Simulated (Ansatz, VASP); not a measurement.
## One calculation of Al, two programs

```
Al
1.0
     2.85715    0.00000    0.00000
    -1.42858    2.47437    0.00000
     0.00000    0.00000   24.33142
Al
5
Direct
  0.66667 0.33333 0.30824
  0.33333 0.66667 0.40412
  0.00000 0.00000 0.50000
  0.66667 0.33333 0.59588
  0.33333 0.66667 0.69176
```

Alike in both runs: task single point; functional PBE; k mesh 12 × 12 × 1; occupations gaussian, width 0.5 eV; no spin polarisation.

|  | VASP | Ansatz |
| --- | --- | --- |
| version | VASP 6.6.1 | Ansatz 0.2.0 |
| potentials or method | VASP PAW PBE potentials, release 64 (Al) | scalar-relativistic, plane waves, PAW |
| plane-wave cutoff (eV) | 520 | 420 |
| valence electrons in the cell | 15 | 15 |

```tsv
	VASP	Ansatz	Ansatz less VASP
gap on the k mesh at the Fermi level (eV)	none	none	-
rms of the force components (eV/Å)	0.035	0.035	+0.0002
```

Atom by atom the forces differ by 0.001 eV/Å (rms over components). A gap of «none» marks a metal or a gap that the smearing closes.
